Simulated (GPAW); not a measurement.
# As (R-3m) in GPAW: notebook

The runs below take As through single point, band structure, with PBEsol.

All numbers are computed with GPAW 26.7.0; they aren't measurements. Logs are shortened: lines on timing, memory, paths and dates and some standing lists are left out, and cuts for length are marked. The log counts tension as positive stress, the text compression.

## 1. The crystal as given

It takes space group R-3m (No. 166, trigonal). The conventional cell has a = 3.762 Å, b = 3.762 Å, c = 10.542 Å, α = 90.00°, β = 90.00°, γ = 120.00°. As (site symmetry 3m) has 3 As at 2.51 Å as nearest neighbours.

## 2. Single point, PBEsol, 20.67 Å³/atom

The input, run.py:

```python
from ase import Atoms
from ase.dft.bandgap import bandgap
from ase.io import write
from ase.units import GPa
from gpaw import GPAW, PW, setup_paths

setup_paths.insert(0, '.')

atoms = Atoms(['As', 'As'],
              cell=[[1.8807968987, 1.0858785957, 3.3734995147],
                    [-1.8807968987, 1.0858785957, 3.3734995147],
                    [0.0, -2.1717571915, 3.3734995147]],
              scaled_positions=[[0.226, 0.226, 0.226],
                                [0.774, 0.774, 0.774]],
              pbc=True)

calc = GPAW(mode=PW(600),
            xc='PBEsol',
            kpts={'size': (9, 9, 9), 'gamma': True},
            occupations={'name': 'fermi-dirac', 'width': 0.05},
            nbands=13,
            convergence={'density': 1e-05, 'energy': 1e-05},
            maxiter=150,
            txt='gpaw.txt')
atoms.calc = calc
energy = atoms.get_potential_energy()
forces = atoms.get_forces()
stress = atoms.get_stress()
calc.write('gs.gpw')
write('result.traj', atoms)
print(f'Energy: {energy:.6f} eV')
print('Forces (eV/A):')
print(forces.round(4))
print('Stress (GPa):', (stress / GPa).round(3))
print('Fermi level:', round(calc.get_fermi_level(), 4), 'eV')
print(f'Gap: {bandgap(calc)[0]:.4f} eV, direct: {bandgap(calc, direct=True)[0]:.4f} eV')
```

Potentials or basis: PAW data sets generated in the run's folder for this functional, pw.

Launch:

```console
$ gpaw-setup -f PBEsol As
$ OMP_NUM_THREADS=1 python run.py
```

gpaw.txt:

```text
__  _  _
 | _ |_)|_||  |
 |__||  | ||/\| - 26.7.0

Input parameters:
  mode=PW(ecut=600.0),
  convergence={'density': 1e-05, 'energy': 1e-05},
  kpts=MonkhorstPack(size=(9, 9, 9), gamma=True),
  maxiter=150,
  nbands=13,
  occupations=Occupations(name='fermi-dirac', width=0.05),
  xc=XC(name='PBEsol')

Diagonalizing LCAO Hamiltonian
Converting LCAO to pw mode

       As

       As

Atoms  # Å, Bohr magnetons
|   | symbol |         x |         y |        z |    initial magnetic moments |
|---|--------|-----------|-----------|----------|-----------------------------|
| 0 |     As | -0.000000 | -0.000000 | 2.287233 | ( 0.0000,  0.0000,  0.0000) |
| 1 |     As |  0.000000 | -0.000000 | 7.833266 | ( 0.0000,  0.0000,  0.0000) |

Unit cell  # Å
| periodic |         x |         y |        z |  lengths |    angles |
|----------|-----------|-----------|----------|----------|-----------|
|      yes |  1.880797 |  1.085879 | 3.373500 | 4.012110 | 55.910262 |
|      yes | -1.880797 |  1.085879 | 3.373500 | 4.012110 | 55.910262 |
|      yes |  0.000000 | -2.171757 | 3.373500 | 4.012110 | 55.910262 |

Number of symmetries: 12
Symmetry operations  # r_c * U_cc + t_c -> r_c
|    | kind |            matrix            |
|----|------|------------------------------|
|  0 |  E   |  1, 0, 0,  0, 1, 0,  0, 0, 1 |
|  1 |  σ   |  1, 0, 0,  0, 0, 1,  0, 1, 0 |
|  2 |  σ   |  0, 1, 0,  1, 0, 0,  0, 0, 1 |
|  3 |  C3  |  0, 1, 0,  0, 0, 1,  1, 0, 0 |
|  4 |  C3  |  0, 0, 1,  1, 0, 0,  0, 1, 0 |
|  5 |  σ   |  0, 0, 1,  0, 1, 0,  1, 0, 0 |
|  6 |  C2  |  0, 0,-1,  0,-1, 0, -1, 0, 0 |
|  7 |  S6  |  0, 0,-1, -1, 0, 0,  0,-1, 0 |
|  8 |  S6  |  0,-1, 0,  0, 0,-1, -1, 0, 0 |
|  9 |  C2  |  0,-1, 0, -1, 0, 0,  0, 0,-1 |
| 10 |  C2  | -1, 0, 0,  0, 0,-1,  0,-1, 0 |
| 11 |  i   | -1, 0, 0,  0,-1, 0,  0, 0,-1 |

BZ-sampling:
  Number of BZ points: 729
  Number of IBZ points: 85

  Monkhorst-Pack size: [9, 9, 9]
  Monkhorst-Pack shift: [0, 0, 0]

K-points  # in reciprocal-cell coordinates
|     |                                coordinates |     weight |
|-----|--------------------------------------------|------------|
|   0 | (  0.00000000,   0.00000000,   0.00000000) | 0.00137174 |
|   1 | (  0.11111111,   0.00000000,  -0.11111111) | 0.00823045 |
|   2 | (  0.11111111,   0.00000000,   0.00000000) | 0.00823045 |
|   3 | (  0.11111111,   0.11111111,  -0.11111111) | 0.00823045 |
|   4 | (  0.11111111,   0.11111111,   0.00000000) | 0.00823045 |
|   5 | (  0.11111111,   0.11111111,   0.11111111) | 0.00274348 |
|   6 | (  0.22222222,  -0.11111111,  -0.11111111) | 0.00823045 |
|   7 | (  0.22222222,   0.00000000,  -0.22222222) | 0.00823045 |
|   8 | (  0.22222222,   0.00000000,  -0.11111111) | 0.01646091 |
|   9 | (  0.22222222,   0.00000000,   0.00000000) | 0.00823045 |
| ... |                                            |            |
|  84 | (  0.44444444,   0.44444444,   0.44444444) | 0.00274348 |

Plane wave coefficients: 1406
Cutoff: 600.0 eV

Spin-components: 1 (collinear spins)
Bands:           13
Projectors:      10
Spin-degeneracy: 2
Datatype:        complex128

Parallelization:
  kpt:    1
  domain: 1
  band:   1

Density:
  Valence electrons: 10.0
  Components: 1
  Grid points: [24 24 24]
  Charge: 0.0  # |e|

Potential:
  Grid points: [24 24 24]

species:
  As:
    name:    Arsenic
    Z:       33.0
    valence: 5
    core:    28
    charge:  0.0  # [|e|]
    compensation charges:
      type: gauss
      rc: 0.33  # [Å]
      lmax: 2
    cutoffs:
      filter: 1.87  # [Å]
      core: 2.96  # [Å]
    projectors
    | kind |    occ | energy [eV] | rcut [Å] |
    |------|--------|-------------|----------|
    |   4s |  2.000 |     -14.495 |    1.058 |
    |   4p |  3.000 |      -5.197 |    1.058 |
    |    s |        |      12.716 |    1.058 |
    |    p |        |      22.014 |    1.058 |
    |    d |        |       0.000 |    1.058 |

    Using partial waves for As as LCAO basis

Reference energy: -122918.886158  # eV

eigensolver:
  PPCG
  Converge bands: occupied
  niter=2

density mixing:
  MSR1-Mixer
  Pratt-step length: 0.05
  Maximum mixing coefficient: 0.75
  Old densities: 10
  SVD Regularization: 0.005
  Good broyden scale: 1.0
  Trust region scale: 1.0
  Backstep threshold: 4.0
  History deletion threshold: 6.0
  Fourier metric: weight=20.0, sigma=0.015

occupation numbers:
  Fermi-Dirac:
    width: 0.0500  # eV

poisson solver:
  ecut: 4800.0  # eV

xc functional:
  name: PBEsol with 2 nearest neighbor stencil

convergence criteria:
- Maximum integral of absolute [dens]ity change: 1e-05 electrons / valence electron
- Maximum [total energy] change in last 3 cyles: 1e-05 eV / valence electron
- Maximum integral of absolute [eigenst]ate change: 4e-08 eV^2 / valence electron
maximum number of iterations: 150

SCF iterations
|iter     | |      energy | eigst |  dens |
|---------|-|-------------|-------|-------|
|iter:   1| |  -10.200374 | -0.70 |       |
|iter:   2| |  -10.199101 | -3.03 | -1.18 |
|iter:   3| |  -10.177113 | -3.30 | -1.20 |
|iter:   4| |  -10.175820 | -4.15 | -1.78 |
|iter:   5| |  -10.175829 | -6.24 | -2.85 |
|iter:   6| |  -10.175831c| -7.32 | -3.35 |
|iter:   7| |  -10.175831c| -7.91c| -4.11 |
|iter:   8| |  -10.175831c| -8.94c| -5.17c|

Converged in 8 steps
Energy contributions relative to reference atoms: (reference = -122918.886158)

Energy contributions:
  Kinetic:          21.323093
  Coulomb:         -20.162326
  Zero:             -0.025278
  External:          0.000000
  Xc:              -11.310577
  Entropy:          -0.001488
  Spinorbit:         0.000000
  ----------------------------
  Free energy:     -10.176575
  Extrapolated:    -10.175831

dipole moment: (0.000000, 0.000000, -0.000024)  # |e|*Ang

Fermi level: 7.321
Eigenvalues  # (at kpt = [0.000, 0.000, 0.000])
| band index |      eig [eV] | occ [0-2] |
|------------|---------------|-----------|
|          0 |        -8.020 |     2.000 |
|          1 |         1.927 |     2.000 |
|          2 |         5.101 |     2.000 |
|          3 |         5.101 |     2.000 |
|          4 |         5.108 |     2.000 |
|          5 |         8.966 |     0.000 |
|          6 |        10.361 |     0.000 |
|          7 |        10.361 |     0.000 |
|          8 |        14.036 |     0.000 |
|          9 |        14.036 |     0.000 |
|         10 |        14.775 |     0.000 |
|         11 |        16.138 |     0.000 |
|         12 |        16.139 |     0.000 |

Gap: 0.087 eV
Transition (v -> c):
  (s=0, k=36, n=4, [0.33, 0.22, 0.22]) -> (s=0, k=54, n=5, [0.44, 0.00, 0.00])
Direct/indirect transitions are different
Direct gap: 0.575 eV
Transition at: (s=0, k=54, n=4, [0.44, 0.00, 0.00])

Forces  # eV/Ang
|        x |        y |        z |
|----------|----------|----------|
|  0.00000 | -0.00000 |  0.79021 |  # As   0
| -0.00000 |  0.00000 | -0.79021 |  # As   1

Stress tensor  # eV/Ang^3
|         x |         y |         z |
|-----------|-----------|-----------|
| -0.019976 |  0.000000 |  0.000000 |
|  0.000000 | -0.019976 | -0.000000 |
|  0.000000 | -0.000000 | -0.019492 |

# Writing to gs.gpw (mode='')
```

Run time: 26 s. Hardware: 1 thread of Intel Xeon Platinum 8488C (Sapphire Rapids), shared host; peak memory 0.18 GiB.

What came out:

| Item | Value |
| --- | --- |
| Free energy | -10.1766 eV |
| Pressure | 3.2 GPa |
| Largest force | 0.790 eV/Å |
| Band gap on the k mesh | 0.09 eV, indirect (least direct gap 0.58 eV) |

Caveat: the density grid can change from cell to cell, which puts small steps into energies and stress; an odd mesh through Γ misses points on the zone boundary, where band edges often lie.

## 3. Single point, PBEsol, 21.10 Å³/atom

run.py: that of step 2 with these lines changed.

```diff
@@ -9,5 +9,5 @@
 atoms = Atoms(['As', 'As'],
-              cell=[[1.8807968987, 1.0858785957, 3.3734995147],
-                    [-1.8807968987, 1.0858785957, 3.3734995147],
-                    [0.0, -2.1717571915, 3.3734995147]],
+              cell=[[1.8807968987, 1.0858785957, 3.4437807546],
+                    [-1.8807968987, 1.0858785957, 3.4437807546],
+                    [0.0, -2.1717571915, 3.4437807546]],
               scaled_positions=[[0.226, 0.226, 0.226],
```

Potentials or basis: PAW data sets generated in the run's folder for this functional, pw.

Launch:

```console
$ gpaw-setup -f PBEsol As
$ OMP_NUM_THREADS=1 python run.py
```

Wall time 33 s (1 thread of Intel Xeon Platinum 8488C (Sapphire Rapids), shared host); peak memory 0.18 GiB.

It converged, with:

| Property | Result |
| --- | --- |
| Free energy | -10.1887 eV |
| Pressure | 1.8 GPa |
| Largest force | 0.613 eV/Å |
| Band gap on the k mesh | none (metal or under the smearing width) |

Caveat: the density grid can change from cell to cell, which puts small steps into energies and stress.

## 4. Band structure, PBEsol

run.py: that of step 3 with these lines changed.

```diff
@@ -9,5 +9,5 @@
 atoms = Atoms(['As', 'As'],
-              cell=[[1.8807968987, 1.0858785957, 3.4437807546],
-                    [-1.8807968987, 1.0858785957, 3.4437807546],
-                    [0.0, -2.1717571915, 3.4437807546]],
+              cell=[[1.8807968987, 1.0858785957, 3.5140619945],
+                    [-1.8807968987, 1.0858785957, 3.5140619945],
+                    [0.0, -2.1717571915, 3.5140619945]],
               scaled_positions=[[0.226, 0.226, 0.226],
@@ -36 +36,8 @@
 print(f'Gap: {bandgap(calc)[0]:.4f} eV, direct: {bandgap(calc, direct=True)[0]:.4f} eV')
+
+path = atoms.cell.bandpath('GLB1,BZGX,QFP1Z,LP', npoints=60, eps=1e-4)
+bs_calc = calc.fixed_density(kpts=path, symmetry='off', nbands=23,
+                             convergence={'bands': 'CBM+6.0', 'eigenstates': 1e-6}, txt='bands.txt')
+bs = bs_calc.band_structure()
+bs.write('bs.json')
+print(f'Gap on the path: {bandgap(bs_calc)[0]:.4f} eV')
```

Launch:

```console
$ gpaw-setup -f PBEsol As
$ OMP_NUM_THREADS=1 python run.py
```

It took 86 s on 1 thread of Intel Xeon at 2.50GHz (Skylake/Cascade Lake), shared host; peak memory 0.24 GiB.

The run converged. Its results:

```
Free energy             : -10.1923 eV
Pressure                : 0.5 GPa
Largest force           : 0.425 eV/Å
Band gap along the path : none (metal or under the smearing width)
```

Forces on the atoms (eV/Å):
```
As   0.000  0.000  0.425
As   0.000  0.000 -0.425
```

Stress tensor (GPa, compression positive):
```
 0.77  0.00  0.00
 0.00  0.77  0.00
 0.00  0.00 -0.05
```

Levels at the corners of the path, in eV from the Fermi level:
| point | band 1 | band 2 | band 3 | band 4 | band 5 | band 6 | band 7 | band 8 | band 9 |
| --- | --- | --- | --- | --- | --- | --- | --- | --- | --- |
| Γ | -15.06 | -5.77 | -2.47 | -2.02 | -2.02 | 1.58 | 2.91 | 2.91 | 6.89 |
| L | -12.34 | -11.10 | -2.87 | -2.79 | -0.36 | -0.35 | 0.36 | 1.42 | 8.93 |
| B1 | -11.76 | -10.60 | -5.91 | -5.38 | -1.35 | 1.27 | 5.21 | 5.41 | 6.84 |
| B | -11.76 | -10.60 | -5.91 | -5.38 | -1.35 | 1.27 | 5.21 | 5.41 | 6.84 |
| Z | -13.80 | -9.95 | -1.78 | -1.78 | -0.68 | 0.79 | 0.79 | 1.89 | 7.96 |
| Γ | -15.06 | -5.77 | -2.47 | -2.02 | -2.02 | 1.58 | 2.91 | 2.91 | 6.89 |
| X | -11.59 | -10.85 | -6.18 | -3.54 | -3.53 | 3.26 | 3.32 | 5.33 | 6.36 |
| Q | -11.59 | -10.85 | -6.18 | -3.54 | -3.53 | 3.26 | 3.32 | 5.33 | 6.36 |
| F | -12.29 | -9.74 | -5.96 | -4.19 | -4.14 | 1.36 | 5.50 | 6.91 | 7.31 |
| P1 | -12.30 | -10.13 | -6.13 | -3.77 | -3.01 | 2.13 | 3.89 | 6.06 | 6.40 |
| Z | -13.80 | -9.95 | -1.78 | -1.78 | -0.68 | 0.79 | 0.79 | 1.89 | 7.96 |
| L | -12.34 | -11.10 | -2.87 | -2.79 | -0.36 | -0.35 | 0.36 | 1.42 | 8.93 |
| P | -12.30 | -10.13 | -6.13 | -3.77 | -3.01 | 2.13 | 3.89 | 6.06 | 6.40 |

## 5. Band structure, PBEsol, spin-orbit coupling, no magnetisation

run.py: that of step 4 with these lines changed.

```diff
@@ -1 +1,2 @@
+import numpy as np
 from ase import Atoms
@@ -5,2 +6,3 @@
 from gpaw import GPAW, PW, setup_paths
+from gpaw.spinorbit import soc_eigenstates
 
@@ -43 +45,7 @@
 print(f'Gap on the path: {bandgap(bs_calc)[0]:.4f} eV')
+
+soc = soc_eigenstates(bs_calc, theta=0, phi=0)
+np.savetxt('soc_bands.dat', soc.eigenvalues(), fmt='%.4f')
+mesh = soc_eigenstates('gs.gpw', theta=0, phi=0)
+np.savetxt('soc_mesh.dat', mesh.eigenvalues(), fmt='%.4f')
+print('Fermi level with spin-orbit coupling:', round(mesh.fermi_level, 4), 'eV')
```

Launch:

```console
$ gpaw-setup -f PBEsol As
$ OMP_NUM_THREADS=1 python run.py
```

Wall time 95 s (1 thread of Intel Xeon at 2.50GHz (Skylake/Cascade Lake), shared host); peak memory 0.28 GiB.

Results (log left out):

```
Free energy             : -10.1923 eV
Pressure                : 0.5 GPa
Largest force           : 0.425 eV/Å
Band gap along the path : none (metal or under the smearing width)
```

Forces on the atoms (eV/Å):
```
As   0.000  0.000  0.425
As   0.000  0.000 -0.425
```

Stress tensor (GPa, compression positive):
```
 0.77  0.00  0.00
 0.00  0.77  0.00
 0.00  0.00 -0.05
```

Levels at the corners of the path, in eV from the Fermi level:
```
point  band 8  band 9  band 10  band 11  band 12  band 13
    Γ   -2.07   -1.89    -1.89     1.56     1.56     2.81
    L   -2.79   -0.36    -0.36    -0.35    -0.35     0.38
   B1   -5.38   -1.35    -1.35     1.27     1.27     5.19
    B   -5.38   -1.35    -1.35     1.27     1.27     5.19
    Z   -1.66   -0.68    -0.68     0.69     0.69     0.89
    Γ   -2.07   -1.89    -1.89     1.56     1.56     2.81
    X   -3.60   -3.46    -3.46     3.17     3.17     3.41
    Q   -3.60   -3.46    -3.46     3.17     3.17     3.41
    F   -4.26   -4.06    -4.06     1.37     1.37     5.49
   P1   -3.77   -3.00    -3.00     2.13     2.13     3.90
    Z   -1.66   -0.68    -0.68     0.69     0.69     0.89
    L   -2.79   -0.36    -0.36    -0.35    -0.35     0.38
    P   -3.77   -3.00    -3.00     2.13     2.13     3.90
```

Caveat: spin-orbit coupling was added after a scalar SCF, so levels and gaps hold it while energy, forces, pressure and moments don't; this program's spin-orbit splittings come out too wide for heavy elements.
